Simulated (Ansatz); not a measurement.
Run on Na (diamond type): DFT, PBE, all-electron LAPW, scalar-relativistic (Ansatz 0.2.0). This run: volume at 0.6 of the series' base cell.

The cell comes from a relaxation on PAW files under the same functional, begun from a prototype that needn't be the stable phase.

Command: `ansatz run input.yaml --threads 1 --pin off --max-ram 2048MiB --backend cpu --events-out ev --progress --plain --runs-dir out` It took 3.5 s on 1 thread of Arm Neoverse V1 (shared host), peak memory 0.22 GiB.

```yaml
crystal:
  lattice:
    - [0.0, 3.1907235181, 3.1907235181]
    - [3.1907235181, 0.0, 3.1907235181]
    - [3.1907235181, 3.1907235181, 0.0]
  atoms:
    - { symbol: Na, position: [-0.125, -0.125, -0.125] }
    - { symbol: Na, position: [0.125, 0.125, 0.125] }
kpoints:
  mp_grid: { grid: [9, 9, 9] }
scf:
  occupations: { method: fermi_dirac, width: 0.05 }
hamiltonian:
  xc: pbe
  pseudopotentials: { kind: all_electron, lapw: { basis_error: 0.001 } }
output:
  forces: true
  stress: true
  eigenvalues: true
  populations: true
```

Output:

```
Na: projections on atomic orbitals take those of the free atom 1s2 2s2 2p6 3s1, of charge +0.00 (hamiltonian.pseudopotentials.projection_atoms)
LAPW: plane waves up to 6.720 Å⁻¹, error target 1.0e-3 eV per atom; small_component_spin mean_spin; Na in spheres of 1.382 Å, 9 of its electrons in bands, Dirac shells [] (how accurate: hamiltonian.pseudopotentials.lapw.basis_error, Limitations)
Engine: ansatz 0.2.0
Pseudopotentials: kind: all_electron
Pseudopotential: Na, LAPW, valence charge 9, lapw/all_electron/scalar/gaussian/Na, Koelling and Harmon's equation, gaussian nucleus
Functional definition: PBE
  parameter kappa = 0.804
  parameter beta = 0.06672455060314922
  exchange = pbe_x(kappa = kappa, mu = beta*pi^2/3)
  correlation = pbe_c(beta = beta)
Crystal: 2 atoms, lattice volume = 64.968 Å³
Basis set: ecut = 172.03345069572947 eV, 331 PW (Γ), exchange–correlation at level 2
Bands: 13, of which v1, the nominal top of the filled ones, is band 9 counted from 1 (8 counted from 0)
Symmetry: 48 space group operations
Space group: Fd-3m (ITA 227), of the structure as read, at distance tolerance 4.0e-5 Å
k-points: 35 of 729
Non-local potential: Na, projectors of the file, none
Initial density: superposition of atomic densities (chi_scale 0.1, normalization cell)
Initial wavefunctions: plane waves of lowest kinetic energy (no species holds an atomic orbital)
Functional: x = pbe(κ = 0.804, μ = 0.2195149727645171), c = pbe(β = 0.06672455060314922)
iter 1 solved again at ethr=1.91e-4 eV; its pass at ethr=1.00e-1 eV (dr2=3.44e-2 eV) is discarded
SCF iter   1: F=—  HF=-8839.149435 eV  |F-HF|=—  |Δ(HF+E_count)|=         —  Δρ=4.35e-3  dr2=3.44e-2  ethr=1.91e-4  ⟨swp⟩=3.2  Hψ=2942  notcnv=0
preconditioner: auto → none  [insulator: Δε(μ)=0.175 eV  Ē_g=4.997 eV  σ=0.050 eV  W_gap=0.67  n_scr=14 (ndim 8)  ℏωp=6.5 eV  f_vac=0.000  D(μ)=0.56/eV (n_scr^D=0)  ε∞_Penn≈2.7]
SCF iter   2: F=—  HF=-8839.133454 eV  |F-HF|=—  |Δ(HF+E_count)|=   1.60e-2  Δρ=1.83e-3  dr2=5.86e-3  ethr=1.91e-4  ⟨swp⟩=2.1  Hψ=1225  notcnv=0
iter 3 solved again at ethr=2.56e-7 eV; its pass at ethr=3.26e-5 eV (dr2=4.61e-5 eV) is discarded
SCF iter   3: F=—  HF=-8839.130922 eV  |F-HF|=—  |Δ(HF+E_count)|=   2.53e-3  Δρ=1.99e-4  dr2=4.45e-5  ethr=2.56e-7  ⟨swp⟩=2.9  Hψ=2261  notcnv=0
SCF iter   4: F=—  HF=-8839.130817 eV  |F-HF|=—  |Δ(HF+E_count)|=   1.05e-4  Δρ=5.72e-5  dr2=2.60e-6  ethr=2.47e-7  ⟨swp⟩=3.0  Hψ=1241  notcnv=0
SCF iter   5: F=-8839.130821 eV  HF=-8839.130821 eV  |F-HF|=4.30e-9  |Δ(HF+E_count)|=   3.56e-6  Δρ=3.33e-6  dr2=1.20e-8  ethr=1.44e-8  ⟨swp⟩=3.0  Hψ=1237  notcnv=0
SCF 1 converged in 5 iterations: F = -8839.130821 eV  dr2 = 1.20e-8
SCF converged after 5 iterations
Free energy (F): -8839.130821 eV
Harris-Foulkes:  -8839.130821 eV  (|F-HF|=4.30e-9)
Internal energy: -8839.125367 eV  (E = F + TS)
E sigma→0 (E₀):  -8839.128094 eV
Entropy (-TS):   -0.005454 eV (-2.727 meV/atom)
Fermi energy:    2.286527 eV
--- Per-component energies (eV) ---
  E_band       = -483.771048
  E_kinetic    = 8849.413907
  E_xc         = -782.075892
  E_electrostatic = -16906.463382  (all electrons and nuclei)
  E_smearing   = -0.005454  (= −TS)
  E_closure    = 0.000000  (closes the sum)
  E_atoms      = -8837.540736  (free atoms, spherical and without spin; not in F)
  Σ components = -8839.130821   (vs F -8839.130821, Δ=0.00e0)
  Basis errors (estimates in eV, not in F): energy 3.9e-4 per atom: plane waves 3.8e-4 (2.3e-4 summed), levels above the bands 2.8e-37, relativity 5.1e-9, radial functions 1.0e-5, core shells 5.8e-14; eigenvalues (radial functions only) 7.3e-7; not estimated: angular momenta, meshes, grids; target (lapw.basis_error) 1.0e-3; muffin-tin radii Na 1.382 Å
--- Forces (eV/Å), atoms counted from 1 ---
  atom   1  Na    -0.00000000    -0.00000000     0.00000000
  atom   2  Na     0.00000000     0.00000000    -0.00000000
  max |Σ_I F_I| component: 1.63e-19 eV/Å
--- Stress (GPa, compression-positive) ---
        3.691386      -0.000000       0.000000
       -0.000000       3.691386       0.000000
        0.000000       0.000000       3.691386
  P = ⅓ Tr σ = 3.6914 GPa (36.914 kbar)
--- Band table (eV; the first three rows and the last of 35) ---
  k-point 0: bands = ["-51.4247", "-51.3680", "-23.3948", "-23.3948", "-23.3948", "-23.2532", "-23.2532", "-23.2532", "-1.3223", "8.6679", "8.6679", "8.6679", "8.8418"]
  k-point 1: bands = ["-51.4234", "-51.3693", "-23.3971", "-23.3971", "-23.3952", "-23.2537", "-23.2510", "-23.2510", "-1.1801", "7.0407", "8.1603", "8.1603", "9.4865"]
  k-point 2: bands = ["-51.4199", "-51.3728", "-23.4028", "-23.4028", "-23.3965", "-23.2549", "-23.2456", "-23.2456", "-0.7559", "5.2296", "7.8097", "7.8097", "9.4110"]
  k-point 34: bands = ["-51.4001", "-51.3925", "-23.4340", "-23.4294", "-23.3401", "-23.3136", "-23.2218", "-23.2183", "2.3423", "3.5187", "3.5298", "3.9258", "9.4930"]
--- Löwdin populations: 2 sites ---
  site symbol       q [e]
     0     Na     10.9312
     1     Na     10.9312
  spilling = 0.006252 (of n_electrons = 22.000000)
```

populations.tsv:

```
# site	symbol	l	j	q
# orbitals = lowdin
# n_electrons = 22.000000
# spilling = 0.006252
# projection_atom_Na: 1s2 2s2 2p6 3s1
0	Na	0_1S	-	1.999859
0	Na	0_2S	-	1.985242
0	Na	0_3S	-	0.948810
0	Na	1_2P	-	5.997319
1	Na	0_1S	-	1.999859
1	Na	0_2S	-	1.985242
1	Na	0_3S	-	0.948810
1	Na	1_2P	-	5.997319
```

Next run (volume at 0.52 of the series' base cell), as changes to the input before:

```diff
   lattice:
-    - [0.0, 3.1907235181, 3.1907235181]
-    - [3.1907235181, 0.0, 3.1907235181]
-    - [3.1907235181, 3.1907235181, 0.0]
+    - [0.0, 3.0420980276, 3.0420980276]
+    - [3.0420980276, 0.0, 3.0420980276]
+    - [3.0420980276, 3.0420980276, 0.0]
   atoms:
```

Results part of the output:

```
SCF 1 converged in 5 iterations: F = -8838.873573 eV  dr2 = 2.12e-8
SCF converged after 5 iterations
Free energy (F): -8838.873573 eV
Harris-Foulkes:  -8838.873573 eV  (|F-HF|=5.54e-9)
Internal energy: -8838.868864 eV  (E = F + TS)
E sigma→0 (E₀):  -8838.871219 eV
Entropy (-TS):   -0.004709 eV (-2.354 meV/atom)
Fermi energy:    3.069123 eV
--- Per-component energies (eV) ---
  E_band       = -472.497141
  E_kinetic    = 8850.974614
  E_xc         = -782.617296
  E_electrostatic = -16907.226182  (all electrons and nuclei)
  E_smearing   = -0.004709  (= −TS)
  E_closure    = 0.000000  (closes the sum)
  E_atoms      = -8837.540736  (free atoms, spherical and without spin; not in F)
  Σ components = -8838.873573   (vs F -8838.873573, Δ=0.00e0)
  Basis errors (estimates in eV, not in F): energy 3.7e-4 per atom: plane waves 3.6e-4 (2.2e-4 summed), levels above the bands 1.7e-40, relativity 8.4e-9, radial functions 1.0e-5, core shells 1.3e-13; eigenvalues (radial functions only) 8.4e-7; not estimated: angular momenta, meshes, grids; target (lapw.basis_error) 1.0e-3; muffin-tin radii Na 1.317 Å
--- Forces (eV/Å), atoms counted from 1 ---
  atom   1  Na    -0.00000000     0.00000000    -0.00000000
  atom   2  Na     0.00000000    -0.00000000     0.00000000
  max |Σ_I F_I| component: 7.23e-20 eV/Å
--- Stress (GPa, compression-positive) ---
        6.035503      -0.000000       0.000000
       -0.000000       6.035503       0.000000
        0.000000       0.000000       6.035503
  P = ⅓ Tr σ = 6.0355 GPa (60.355 kbar)
--- Band table (eV; the first three rows and the last of 35) ---
  k-point 0: bands = ["-50.8184", "-50.7239", "-22.8005", "-22.8005", "-22.8005", "-22.5993", "-22.5993", "-22.5993", "-0.8910", "10.0435", "10.0435", "10.0435", "10.1866"]
  k-point 1: bands = ["-50.8163", "-50.7260", "-22.8041", "-22.8041", "-22.8016", "-22.5999", "-22.5959", "-22.5959", "-0.7334", "8.2587", "9.4744", "9.4744", "10.9159"]
  k-point 2: bands = ["-50.8104", "-50.7319", "-22.8126", "-22.8126", "-22.8047", "-22.6010", "-22.5878", "-22.5878", "-0.2642", "6.2901", "9.0925", "9.0925", "10.8314"]
  k-point 34: bands = ["-50.7773", "-50.7648", "-22.8602", "-22.8531", "-22.7240", "-22.6856", "-22.5521", "-22.5471", "3.1191", "4.3489", "4.4663", "4.9500", "10.9572"]
--- Löwdin populations: 2 sites ---
  site symbol       q [e]
     0     Na     10.9194
     1     Na     10.9194
  spilling = 0.007331 (of n_electrons = 22.000000)
```

Next run (volume at 0.45 of the series' base cell), as changes to the input before:

```diff
   lattice:
-    - [0.0, 3.0420980276, 3.0420980276]
-    - [3.0420980276, 0.0, 3.0420980276]
-    - [3.0420980276, 3.0420980276, 0.0]
+    - [0.0, 2.8989647054, 2.8989647054]
+    - [2.8989647054, 0.0, 2.8989647054]
+    - [2.8989647054, 2.8989647054, 0.0]
   atoms:
   mp_grid: { grid: [9, 9, 9] }
+  band_path:
+    path:
+      - [0.0, 0.0, 0.0]
+      - [0.5, 0.0, 0.5]
+      - [0.625, 0.25, 0.625]
+      - [0.375, 0.375, 0.75]
+      - [0.0, 0.0, 0.0]
+      - [0.5, 0.5, 0.5]
+      - [0.5, 0.25, 0.75]
+      - [0.5, 0.0, 0.5]
+    npoints: 8
 scf:
   populations: true
+  dos: { projected: true, de: 0.2, e_range: [-14, 8] }
```

Results part of the output:

```
SCF 1 converged in 7 iterations: F = -8838.512660 eV  dr2 = 5.47e-9
NSCF: frozen V_eff on 57 k-points
SCF converged after 7 iterations
Free energy (F): -8838.512660 eV
Harris-Foulkes:  -8838.512660 eV  (|F-HF|=3.45e-9)
Internal energy: -8838.507625 eV  (E = F + TS)
E sigma→0 (E₀):  -8838.510142 eV
Entropy (-TS):   -0.005035 eV (-2.518 meV/atom)
Fermi energy:    3.986169 eV
--- Per-component energies (eV) ---
  E_band       = -459.734285
  E_kinetic    = 8852.889125
  E_xc         = -783.236083
  E_electrostatic = -16908.160667  (all electrons and nuclei)
  E_smearing   = -0.005035  (= −TS)
  E_closure    = 0.000000  (closes the sum)
  E_atoms      = -8837.540736  (free atoms, spherical and without spin; not in F)
  Σ components = -8838.512660   (vs F -8838.512660, Δ=0.00e0)
  Basis errors (estimates in eV, not in F): energy 4.0e-4 per atom: plane waves 3.8e-4 (2.3e-4 summed), levels above the bands 1.9e-44, relativity 1.1e-8, radial functions 2.0e-5, core shells 4.0e-13; eigenvalues (radial functions only) 4.3e-7; not estimated: angular momenta, meshes, grids; target (lapw.basis_error) 1.0e-3; muffin-tin radii Na 1.255 Å
--- Forces (eV/Å), atoms counted from 1 ---
  atom   1  Na     0.00000000     0.00000000    -0.00000000
  atom   2  Na     0.00000000    -0.00000000    -0.00000000
  max |Σ_I F_I| component: 2.89e-18 eV/Å
--- Stress (GPa, compression-positive) ---
        9.536053      -0.000000      -0.000000
       -0.000000       9.536053      -0.000000
       -0.000000      -0.000000       9.536053
  P = ⅓ Tr σ = 9.5361 GPa (95.361 kbar)
--- Band table (eV; the first three rows and the last of 35) ---
  k-point 0: bands = ["-50.1448", "-49.9902", "-22.1376", "-22.1376", "-22.1376", "-21.8557", "-21.8557", "-21.8557", "-0.3579", "11.5954", "11.5954", "11.5954", "11.7219"]
  k-point 1: bands = ["-50.1413", "-49.9937", "-22.1429", "-22.1429", "-22.1399", "-21.8563", "-21.8507", "-21.8507", "-0.1831", "9.6513", "10.9659", "10.9659", "12.5236"]
  k-point 2: bands = ["-50.1316", "-50.0032", "-22.1557", "-22.1557", "-22.1463", "-21.8571", "-21.8387", "-21.8387", "0.3360", "7.5151", "10.5415", "10.5415", "12.4230"]
  k-point 34: bands = ["-50.0776", "-50.0570", "-22.2274", "-22.2164", "-22.0320", "-21.9774", "-21.7859", "-21.7785", "4.0031", "5.2692", "5.5978", "6.1937", "12.6378"]
--- Löwdin populations: 2 sites ---
  site symbol       q [e]
     0     Na     10.9089
     1     Na     10.9089
  spilling = 0.008280 (of n_electrons = 22.000000)
```
